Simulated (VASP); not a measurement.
# V (Im-3m) in VASP: further runs, part 2 of 2

VASP 6.6.1. Earlier steps stand in the parts before.

**3. Relaxation of the atoms, PBE+U, collinear spin, ferromagnetic start (cell strained at random at fixed volume)**

run.py reads:

```python
from ase.calculators.vasp import Vasp
from ase.io import read
from ase.optimize import LBFGS

atoms = read('POSCAR')
atoms.set_initial_magnetic_moments([2.0])
calc = Vasp(
    directory='calc',
    xc='pbe',
    pp='PBE',
    setups='recommended',
    pp_version='54',
    prec='Accurate',
    encut=200,
    ediff=1e-07,
    ismear=1,
    sigma=0.1,
    lreal=False,
    lasph=True,
    nelm=150,
    algo='Fast',
    isif=2,
    lwave=True,
    lcharg=False,
    ispin=2,
    lorbit=11,
    lmaxmix=4,
    ldautype=2,
    ldauprint=1,
    ldau_luj={'V': {'L': 2, 'U': 5, 'J': 1.0}},
    kpts=[12, 12, 12],
    gamma=True,
)
atoms.calc = calc
opt = LBFGS(atoms, trajectory='relax.traj')
converged = opt.run(fmax=0.01, steps=40)
print('converged:', converged)

print('energy (eV):', atoms.get_potential_energy())
print('free energy (eV):', atoms.get_potential_energy(force_consistent=True))
print('forces (eV/A):')
print(atoms.get_forces())
print('stress (eV/A^3, Voigt):', atoms.get_stress())
print('Fermi level (eV):', calc.get_fermi_level())
print('moment (muB):', atoms.get_magnetic_moment())
print('site moments (muB):', atoms.get_magnetic_moments())
print('cell (A, degrees):', atoms.cell.cellpar())
print('volume (A^3):', atoms.get_volume())
print('scaled positions:')
print(atoms.get_scaled_positions())
```

POSCAR reads:

```
V
1.0
   -1.5039860000      1.5130710000      1.5396130000
    1.4591990000     -1.5144830000      1.4962380000
    1.5344060000      1.5449020000     -1.5410250000
V
1
Direct
   -0.0260370000      0.0039120000     -0.0206300000
```

Potentials or basis: VASP PAW PBE potentials, release 54 (V_sv).

Launch:

```bash
$ python run.py
```

Log:

```text
Step     Time          Energy          fmax
LBFGS:    0 --:--:--       -3.918314        0.000000
converged: True
energy (eV): -3.91840011
free energy (eV): -3.91831446
forces (eV/A):
[[0. 0. 0.]]
stress (eV/A^3, Voigt): [ 1.00664550e+00  1.02069351e+00  1.01985316e+00 -1.46079700e-04
 -2.07412077e-02  1.54300901e-02]
Fermi level (eV): 10.17524978
moment (muB): 1.4011114
site moments (muB): [1.318]
cell (A, degrees): [  2.63092492   2.58101698   2.66756106 110.45806517 109.50046149
 108.74808658]
volume (A^3): 13.891168809508333
scaled positions:
[[0.973963 0.003912 0.97937 ]]
```

OUTCAR:

```text
ENCUT = 200.000000
   EDIFF = 1.00e-07
   GGA = PE
   PREC = Accurate
   ISIF = 2
   ISMEAR = 1
   ISPIN = 2
   LORBIT = 11
   NELM = 150
   LASPH = .TRUE.
   LREAL = .FALSE.

 ion  position               nearest neighbor table
   1  0.974  0.004  0.979-

  LATTYP: Found a triclinic cell.
 ALAT       =     2.5810169762
 B/A-ratio  =     1.6273962046
 C/A-ratio  =     1.0335310017
 COS(alpha) =     0.0035527549
[... 936 lines left out ...]
  energy-cutoff  :      200.00
  volume of cell :       13.89
      direct lattice vectors                 reciprocal lattice vectors
    -1.503986000  1.513071000  1.539613000     0.001606423  0.327150204  0.329572790
     1.459199000 -1.514483000  1.496238000     0.339081002 -0.003218692  0.334397794
     1.534406000  1.544902000 -1.541025000     0.330831200  0.323725297  0.005031221

 POSITION                                       TOTAL-FORCE (eV/Angst)
 -----------------------------------------------------------------------------------
      0.04363      2.98078     -0.00385         0.000000      0.000000      0.000000
 -----------------------------------------------------------------------------------
    total drift:                                0.000181      0.000330     -0.000230

  FREE ENERGIE OF THE ION-ELECTRON SYSTEM (eV)
  ---------------------------------------------------
  free  energy   TOTEN  =        -3.9183144637 eV

  energy  without entropy=       -3.9185713917  energy(sigma->0) =       -3.91840011

 total charge

# of ion       s       p       d       tot
------------------------------------------
    1        2.347   6.369   3.059  11.775

 magnetization (x)

# of ion       s       p       d       tot
------------------------------------------
    1        0.006   0.045   1.267   1.318
```

INCAR:

```text
ENCUT = 200.000000
SIGMA = 0.100000
EDIFF = 1.00e-07
ALGO = Fast
GGA = PE
PREC = Accurate
ISIF = 2
ISMEAR = 1
ISPIN = 2
LDAUPRINT = 1
LDAUTYPE = 2
LMAXMIX = 4
LORBIT = 11
NELM = 150
LASPH = .TRUE.
LCHARG = .FALSE.
LWAVE = .TRUE.
LREAL = .FALSE.
LDAU = .TRUE.
LDAUL = 2
LDAUU = 5.000
LDAUJ = 1.000
MAGMOM = 1*2.0000
```

It took 2.5 min on 1 thread of Intel Xeon Platinum 8488C (Sapphire Rapids), shared host; peak memory 0.19 GiB.

The run converged, but a check on its numbers failed (symmetry, net force, bounds or a known fault of this set-up), so they aren't taken as properties of the crystal.

Caveat: the cutoff lies under the usual one of these potentials, so the numbers hold a large basis-set error; the relaxation stopped at its first step, so nothing moved; the U is typed as a test and isn't derived for this compound.

**4. Hyperfine couplings, PBE+U, collinear spin, random start (cell strained at random at fixed volume)**

INCAR reads:

```
ALGO = Fast ; EDIFF = 1E-7
ENCUT = 520 ; GGA = PE
ISIF = 2 ; ISMEAR = -1
ISPIN = 2 ; LASPH = True
LCHARG = False ; LDAU = True
LDAUJ = 0.5 ; LDAUL = 2
LDAUPRINT = 1 ; LDAUTYPE = 2
LDAUU = 3.5 ; LHYPERFINE = True
LMAXMIX = 4 ; LORBIT = 11
LREAL = False ; LWAVE = False
MAGMOM = 1.58 ; NELM = 100
PREC = Accurate ; SIGMA = 0.05
```

KPOINTS reads:

```
k-points
0
Gamma
  12 12 12
```

POSCAR reads:

```
V
1.0
   -1.5340740000      1.5672270000      1.5293910000
    1.5301780000     -1.5559170000      1.5141850000
    1.4626760000      1.4845190000     -1.5180810000
V
1
Direct
    0.0371260000      0.0248660000      0.0319570000
```

Potentials or basis: VASP PAW PBE potentials, release 64 (V_sv).

Launch:

```bash
$ cat potpaw_PBE.64/V_sv/POTCAR > POTCAR
$ mpirun -np 1 vasp_std > vasp.out
```

OUTCAR:

```text
EDIFF = 1E-7
   ENCUT = 520
   GGA = PE
   ISIF = 2
   ISMEAR = -1
   ISPIN = 2
   LASPH = True
   LORBIT = 11
   LREAL = False
   NELM = 100
   PREC = Accurate

 ion  position               nearest neighbor table
   1  0.037  0.025  0.032-

  LATTYP: Found a triclinic cell.
 ALAT       =     2.5783304026
 B/A-ratio  =     1.1804536395
 C/A-ratio  =     1.1611033450
 COS(alpha) =     0.0026697082
 COS(beta)  =     0.5541685149
 COS(gamma) =     0.5873665867

  Lattice vectors:

 A1 = (  -1.4626760000,  -1.4845190000,   1.5180810000)
 A2 = (  -0.0038960000,   0.0113100000,   3.0435760000)
 A3 = (  -2.9928540000,   0.0713980000,   0.0038960000)

Analysis of symmetry for initial positions (statically):
=====================================================================
 Subroutine PRICEL returns:
 Original cell was already a primitive cell.

 Routine SETGRP: Setting up the symmetry group for a
 triclinic supercell.

 Subroutine GETGRP returns: Found  2 space group operations
 (whereof  1 operations were pure point group operations)
 out of a pool of  2 trial point group operations.

The static configuration has the point symmetry C_1 .
 The point group associated with its full space group is S_2 .

Analysis of symmetry for dynamics (positions and initial velocities):
=====================================================================
 Subroutine PRICEL returns:
 Original cell was already a primitive cell.

 Routine SETGRP: Setting up the symmetry group for a
 triclinic supercell.
[... 217 lines left out ...]
      2     -28.2928      1.00000
      3     -28.2389      1.00000
      4     -28.1899      1.00000
      5       2.6452      1.00000
      6       8.9927      1.00000
      7       9.3693      0.99943
      8       9.7796      0.32384
      9      12.1127      0.00000
     10      12.3107      0.00000
     11      28.8939      0.00000
[... 650 lines left out ...]
  band No.  band energies     occupation
      1     -54.2002      1.00000
      2     -28.4412      1.00000
      3     -28.0144      1.00000
      4     -27.7250      1.00000
      5       7.4276      1.00000
      6       9.1353      0.99999
      7       9.7019      0.69386
      8      12.3174      0.00000
      9      12.8478      0.00000
     10      15.0018      0.00000
     11      20.3461      0.00000

 [... further k-points ...]
[... 5 lines left out ...]
  --------------------------------------------------------------------------------------
  -------------------------------------------------------------------------------------
  Total        0.5629169      0.3972332      0.3944266      0.2102406     -0.0237342     -0.0031139
  in kB       64.9255883     45.8159954     45.4922916     24.2486810     -2.7374537     -0.3591550
  external PRESSURE =      52.0779584 kB  Pullay stress =       0.0000000 kB

 VOLUME and BASIS-vectors are now :
 -----------------------------------------------------------------------------
  energy-cutoff  :      520.00
  volume of cell :       13.89
      direct lattice vectors                 reciprocal lattice vectors
    -1.534074000  1.567227000  1.529391000     0.008219004  0.326660347  0.327357520
     1.530178000 -1.555917000  1.514185000     0.334715196  0.006611757  0.328964768
     1.462676000  1.484519000 -1.518081000     0.342136421  0.335688819 -0.000809468

 POSITION                                       TOTAL-FORCE (eV/Angst)
 -----------------------------------------------------------------------------------
      0.02784      0.06694      0.04592         0.000000      0.000000      0.000000
 -----------------------------------------------------------------------------------
    total drift:                                0.000038     -0.000007      0.000007

  FREE ENERGIE OF THE ION-ELECTRON SYSTEM (eV)
  ---------------------------------------------------
  free  energy   TOTEN  =        -5.8768187400 eV

  energy  without entropy=       -5.8654561467  energy(sigma->0) =       -5.87113744

 Fermi contact (isotropic) hyperfine coupling parameter (MHz)
 -------------------------------------------------------------
  ion      A_pw      A_1PS     A_1AE     A_1c      A_tot
 -------------------------------------------------------------
   1      15.375    15.286    10.091   -24.529    10.179
 -------------------------------------------------------------

 Dipolar hyperfine coupling parameters (MHz)
 ---------------------------------------------------------------------
  ion      A_xx      A_yy      A_zz      A_xy      A_xz      A_yz
 ---------------------------------------------------------------------
   1       0.398    -0.122    -0.276     1.782     0.163    -0.339
 ---------------------------------------------------------------------

 Total hyperfine coupling parameters after diagonalization (MHz)
 (convention: |A_zz| > |A_xx| > |A_yy|)
 ----------------------------------------------------------------------
  ion      A_xx      A_yy      A_zz     asymmetry (A_yy - A_xx)/ A_zz
 ----------------------------------------------------------------------
   1       9.988     8.427    12.123      -0.129
 ---------------------------------------------------------------------

 total charge

# of ion       s       p       d       tot
------------------------------------------
    1        2.344   6.240   2.972  11.556

 magnetization (x)

# of ion       s       p       d       tot
------------------------------------------
    1        0.004   0.031   0.553   0.587
```

Run time: 4.8 min. Hardware: 1 thread of Intel Xeon Platinum 8488C (Sapphire Rapids), shared host; peak memory 0.32 GiB.

Results:

```yaml
Free_energy: -5.8768 eV
Pressure: 5.2 GPa
Band_gap_on_the_k_mesh: none (metal or under the smearing width)
Net_moment: 0.67 μB per cell
Site_moments: V +0.59 μB
Valence_electrons_inside_the_program's_atomic_spheres: V 11.56
```

Eigenvalues of the final occupation matrices:
```csv
site,spin,trace,eigenvalues
site 1 d,1,1.78,0.22 0.23 0.40 0.45 0.48
site 1 d,2,1.22,0.24 0.24 0.24 0.25 0.26
```

Hyperfine coupling, principal values (MHz):
| atom | values |
| --- | --- |
| 1 V | 10.0, 8.4, 12.1 |

Caveat: the U is typed as a test and isn't derived for this compound. The state reached can hang on the start; a lower one may exist.

**5. Atomic charges, r2SCAN+U, collinear spin, ferromagnetic start**

INCAR reads:

```
SYSTEM = V
ALGO     = Normal         ! electronic algorithm
EDIFF    = 1E-6           ! SCF threshold, eV
ENCUT    = 520            ! plane-wave cutoff, eV
ISIF     = 2              ! what is computed and relaxed
ISMEAR   = -1             ! smearing method
ISPIN    = 2              ! spin polarisation
LASPH    = .TRUE.         ! aspherical terms in the spheres
LCHARG   = .FALSE.        ! write CHGCAR
LDAU     = .TRUE.         ! DFT+U
LDAUJ    = 1            
LDAUL    = 2              ! shell
LDAUPRINT= 1            
LDAUTYPE = 1            
LDAUU    = 4              ! U, eV
LMAXMIX  = 4              ! l up to which the mixer works
LMIXTAU  = .TRUE.       
LORBIT   = 11             ! projections on sites
LREAL    = .FALSE.        ! projectors in reciprocal space
LWAVE    = .FALSE.        ! write WAVECAR
MAGMOM   = 2              ! initial moments
METAGGA  = R2SCAN         ! meta-GGA
NELM     = 120            ! most SCF steps
PREC     = Accurate       ! precision mode
SIGMA    = 0.02           ! smearing width, eV
```

KPOINTS reads:

```
k-points
0
G
  12 12 12
  0 0 0
```

POSCAR reads:

```
V
1.0
   -1.5143500000      1.5143500000      1.5143500000
    1.5143500000     -1.5143500000      1.5143500000
    1.5143500000      1.5143500000     -1.5143500000
V
1
Direct
    0.0000000000      0.0000000000      0.0000000000
```

Launch:

```bash
$ cat potpaw_PBE.64/V_sv/POTCAR > POTCAR
$ mpirun -np 1 vasp_std > vasp.out
```

Wall time 90 s (1 thread of Intel Xeon Platinum 8488C (Sapphire Rapids), shared host); peak memory 0.14 GiB.

It converged, with:

- Free energy: -11.3874 eV
- Pressure: 22.5 GPa
- Band gap on the k mesh: none (metal or under the smearing width)
- Net moment: 1.33 μB per cell
- Site moments: V +1.22 μB
- Valence electrons inside the program's atomic spheres: V 11.55

Levels at points of the mesh, in eV from the Fermi level:
Spin up:
| k point | band 3 | band 4 | band 5 | band 6 | band 7 | band 8 | band 9 | band 10 | band 11 |
| --- | --- | --- | --- | --- | --- | --- | --- | --- | --- |
| (0.00, 0.00, 0.00) | -39.88 | -39.88 | -8.18 | -2.11 | -2.11 | -2.11 | 3.48 | 3.48 | 19.70 |
| (0.50, 0.00, 0.00) | -40.17 | -39.88 | -4.76 | -3.58 | 0.30 | 1.62 | 2.46 | 3.77 | 8.76 |
| (0.50, 0.50, 0.50) | -40.50 | -40.50 | -2.47 | -2.47 | 1.24 | 1.24 | 1.24 | 8.60 | 8.60 |
Spin down:
```csv
k point,band 4,band 5,band 6,band 7,band 8,band 9
"(0.00, 0.00, 0.00)",-38.49,-7.53,1.67,1.67,2.66,2.66
"(0.50, 0.00, 0.00)",-38.51,-3.06,0.78,0.88,2.18,2.80
"(0.50, 0.50, 0.50)",-39.04,-3.96,-3.96,5.88,5.88,5.88
```

Eigenvalues of the final occupation matrices:
```tsv
site	spin	trace	eigenvalues
site 1 d	1	2.06	0.14 0.14 0.59 0.59 0.59
site 1 d	2	0.91	0.07 0.07 0.07 0.36 0.36
```

Caveat: the PAW data sets were made with another functional, which shifts forces and pressure a little; the U is typed as a test and isn't derived for this compound.

**6. Single point, PBE+D4+U, collinear spin, random start**

INCAR reads:

```
  ALGO = Normal
  EDIFF = 1E-7
  ENCUT = 550
  GGA = PE
  ISIF = 2
  ISMEAR = -1
  ISPIN = 2
  IVDW = 13
  LASPH = True
  LCHARG = False
  LDAU = True
  LDAUJ = 0
  LDAUL = 2
  LDAUPRINT = 1
  LDAUTYPE = 2
  LDAUU = 5.3
  LMAXMIX = 4
  LORBIT = 11
  LREAL = False
  LWAVE = False
  MAGMOM = 0.06 2.04
  NELM = 100
  NUPDOWN = 2
  PREC = Accurate
  SIGMA = 0.1
```

V.cif reads:

```cif
data_V
_cell_length_a 3.02870000
_cell_length_b 3.02870000
_cell_length_c 3.02870000
_cell_angle_alpha 90.00000000
_cell_angle_beta 90.00000000
_cell_angle_gamma 90.00000000
_space_group_name_H-M_alt 'Im-3m'
_space_group_name_Hall '-I 4 2 3'
_space_group_IT_number 229
loop_
_space_group_symop_operation_xyz
'x,y,z'
'-x,-y,-z'
'-y,x,z'
'y,-x,-z'
'-x,-y,z'
'x,y,-z'
'y,-x,z'
'-y,x,-z'
'x,-y,-z'
'-x,y,z'
'-y,-x,-z'
'y,x,z'
'-x,y,-z'
'x,-y,z'
'y,x,-z'
'-y,-x,z'
'z,x,y'
'-z,-x,-y'
'z,-y,x'
'-z,y,-x'
'z,-x,-y'
'-z,x,y'
'z,y,-x'
'-z,-y,x'
'-z,x,-y'
'z,-x,y'
'-z,-y,-x'
'z,y,x'
'-z,-x,y'
'z,x,-y'
'-z,y,x'
'z,-y,-x'
'y,z,x'
'-y,-z,-x'
'x,z,-y'
'-x,-z,y'
'-y,z,-x'
'y,-z,x'
'-x,z,y'
'x,-z,-y'
'-y,-z,x'
'y,z,-x'
'-x,-z,-y'
'x,z,y'
'y,-z,-x'
'-y,z,x'
'x,-z,y'
'-x,z,-y'
'x+1/2,y+1/2,z+1/2'
'-x+1/2,-y+1/2,-z+1/2'
'-y+1/2,x+1/2,z+1/2'
'y+1/2,-x+1/2,-z+1/2'
'-x+1/2,-y+1/2,z+1/2'
'x+1/2,y+1/2,-z+1/2'
'y+1/2,-x+1/2,z+1/2'
'-y+1/2,x+1/2,-z+1/2'
'x+1/2,-y+1/2,-z+1/2'
'-x+1/2,y+1/2,z+1/2'
'-y+1/2,-x+1/2,-z+1/2'
'y+1/2,x+1/2,z+1/2'
'-x+1/2,y+1/2,-z+1/2'
'x+1/2,-y+1/2,z+1/2'
'y+1/2,x+1/2,-z+1/2'
'-y+1/2,-x+1/2,z+1/2'
'z+1/2,x+1/2,y+1/2'
'-z+1/2,-x+1/2,-y+1/2'
'z+1/2,-y+1/2,x+1/2'
'-z+1/2,y+1/2,-x+1/2'
'z+1/2,-x+1/2,-y+1/2'
'-z+1/2,x+1/2,y+1/2'
'z+1/2,y+1/2,-x+1/2'
'-z+1/2,-y+1/2,x+1/2'
'-z+1/2,x+1/2,-y+1/2'
'z+1/2,-x+1/2,y+1/2'
'-z+1/2,-y+1/2,-x+1/2'
'z+1/2,y+1/2,x+1/2'
'-z+1/2,-x+1/2,y+1/2'
'z+1/2,x+1/2,-y+1/2'
'-z+1/2,y+1/2,x+1/2'
'z+1/2,-y+1/2,-x+1/2'
'y+1/2,z+1/2,x+1/2'
'-y+1/2,-z+1/2,-x+1/2'
'x+1/2,z+1/2,-y+1/2'
'-x+1/2,-z+1/2,y+1/2'
'-y+1/2,z+1/2,-x+1/2'
'y+1/2,-z+1/2,x+1/2'
'-x+1/2,z+1/2,y+1/2'
'x+1/2,-z+1/2,-y+1/2'
'-y+1/2,-z+1/2,x+1/2'
'y+1/2,z+1/2,-x+1/2'
'-x+1/2,-z+1/2,-y+1/2'
'x+1/2,z+1/2,y+1/2'
'y+1/2,-z+1/2,-x+1/2'
'-y+1/2,z+1/2,x+1/2'
'x+1/2,-z+1/2,y+1/2'
'-x+1/2,z+1/2,-y+1/2'
loop_
_atom_site_label
_atom_site_type_symbol
_atom_site_symmetry_multiplicity
_atom_site_Wyckoff_symbol
_atom_site_fract_x
_atom_site_fract_y
_atom_site_fract_z
_atom_site_occupancy
V1 V 2 a 0.0000000000 0.0000000000 0.0000000000 1
```

KPOINTS reads:

```
k-points
0
Gamma
  9 9 9
```

POSCAR reads:

```
V 
 1.0000000000000000
     3.0287000000000002    0.0000000000000000    0.0000000000000000
     0.0000000000000000    3.0287000000000002    0.0000000000000000
     0.0000000000000000    0.0000000000000000    3.0287000000000002
 V  
   2
Cartesian
  0.0000000000000000  0.0000000000000000  0.0000000000000000
  1.5143500000000001  1.5143500000000001  1.5143500000000001
```

Potentials or basis: VASP PAW PBE potentials, release 64 (V_sv_GW).

Launch:

```bash
$ ase convert -i cif -o vasp V.cif POSCAR
$ cat potpaw_PBE.64/V_sv_GW/POTCAR > POTCAR
$ mpirun -np 1 vasp_std > vasp.out
```

Run time: 3.1 min. Hardware: 1 thread of Intel Xeon Platinum 8488C (Sapphire Rapids), shared host; peak memory 0.17 GiB.

It converged, with:

| Quantity | Value |
| --- | --- |
| Free energy | -13.1356 eV |
| Pressure | 14.9 GPa |
| Net moment | 2.00 μB per cell |
| Site moments | V -0.64, +1.99 μB |
| Valence electrons inside the program's atomic spheres | V 10.61, 10.70 |
| Dispersion energy per atom | -0.318 eV |

Eigenvalues of the final occupation matrices:
| site | spin | trace | eigenvalues |
| --- | --- | --- | --- |
| site 1 d | 1 | 0.90 | 0.11 0.11 0.23 0.23 0.23 |
| site 1 d | 2 | 1.58 | 0.27 0.27 0.27 0.38 0.38 |
| site 2 d | 1 | 2.25 | 0.21 0.21 0.61 0.61 0.61 |
| site 2 d | 2 | 0.31 | 0.06 0.06 0.06 0.07 0.07 |

Caveat: the total moment is fixed, so each spin has its own Fermi level; the U is typed as a test and isn't derived for this compound. The state reached can hang on the start; a lower one may exist.

**7. Summary**

```tsv
task	level	potentials or basis	spin	U	fixed moment (μB)	cell	k mesh	cutoff (eV)	smearing	LDAUTYPE	hund's J	gap on the mesh (eV)	pressure (GPa)	moment (μB)
band structure	PBEsol+U	VASP PAW PBE potentials, release 64 (V_sv)	collinear, ferromagnetic start	V d U = 6.2 eV	-	as given	9 × 9 × 9	520	fermi-dirac 0.1 eV	-	-	-	-	4.31
hyperfine couplings	PBE+U	VASP PAW PBE potentials, release 64 (V_sv)	collinear, random start	V d U = 3.5 eV, J = 0.5 eV	-	cell strained at random at fixed volume	12 × 12 × 12	520	fermi-dirac 0.05 eV	2	0.5	none	5.2	0.67
atomic charges	r2SCAN+U	VASP PAW PBE potentials, release 64 (V_sv)	collinear, ferromagnetic start	V d U = 4 eV, J = 1.0 eV	-	as given	12 × 12 × 12	520	fermi-dirac 0.02 eV	1	1	none	22.5	1.33
single point	PBE+D4+U	VASP PAW PBE potentials, release 64 (V_sv_GW)	collinear, random start	V d U = 5.3 eV	2	as given	9 × 9 × 9	550	fermi-dirac 0.1 eV	-	-	-	14.9	2.00
```

Caveats: the U is typed as a test and isn't derived for this compound; the PAW data sets were made with another functional, which shifts forces and pressure a little (some runs); the total moment is fixed, so each spin has its own Fermi level (some runs).

Absolute energies hang on the potentials; compare differences alone.
